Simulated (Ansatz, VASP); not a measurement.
## CdTe: VASP beside Ansatz

The input INCAR:

```
PREC = Accurate
ENCUT = 520
EDIFF = 1E-6
ISMEAR = 0
SIGMA = 0.1
LREAL = F
LASPH = T
NELM = 80
ALGO = Normal
ISIF = 2
LWAVE = F
LCHARG = T
GGA = PS
LELF = T
LVHAR = T
NBANDS = 16
```

File KPOINTS:

```
Automatic mesh
0
Gamma
  6 6 6
```

The input POSCAR:

```
CdTe
1.0
    0.0000000000      3.2821135562      3.2821135562
    3.2821135562      0.0000000000      3.2821135562
    3.2821135562      3.2821135562      0.0000000000
Cd Te
1 1
Direct
    0.0000000000      0.0000000000      0.0000000000
    0.2500000000      0.2500000000      0.2500000000
```

Input for Ansatz:

```yaml
crystal:
  lattice:
    - [0.0, 3.2821135562, 3.2821135562]
    - [3.2821135562, 0.0, 3.2821135562]
    - [3.2821135562, 3.2821135562, 0.0]
  atoms:
    - { symbol: Cd, position: [0.0, 0.0, 0.0] }
    - { symbol: Te, position: [0.25, 0.25, 0.25] }
basis:
  ecutwfc: 420
kpoints:
  mp_grid: { grid: [6, 6, 6] }
hamiltonian:
  xc: pbesol
scf:
  occupations: { method: gaussian, width: 0.1 }
output:
  forces: true
  stress: true
  eigenvalues: true
```

The cell is a database's computed one.

Alike in both runs: task single point; functional PBEsol; k mesh 6 × 6 × 6; occupations gaussian, width 0.1 eV; no spin polarisation.

|  | VASP | Ansatz |
| --- | --- | --- |
| version | VASP 6.6.1 | Ansatz 0.2.0 |
| potentials or method | VASP PAW PBE potentials, release 64 (Cd, Te) | scalar-relativistic, plane waves, PAW |
| plane-wave cutoff (eV) | 520 | 420 |
| valence electrons in the cell | 18 | 36 |

|  | VASP | Ansatz | Ansatz less VASP |
| --- | --- | --- | --- |
| gap on the k mesh at the Fermi level (eV) | 0.55 | 0.55 | -0.001 |
| least direct gap on the mesh (eV) | 0.55 | 0.55 | -0.001 |
| pressure (GPa) | -1.2 | -1.3 | -0.14 |

The two sets of potentials don't hold the same shells in valence.

Caveats: the PAW data sets were made with another functional, which shifts forces and pressure a little (VASP); spin-orbit coupling is left out, which moves the levels of the heavy elements. As with any semilocal functional, this PBEsol gap is likely too small.
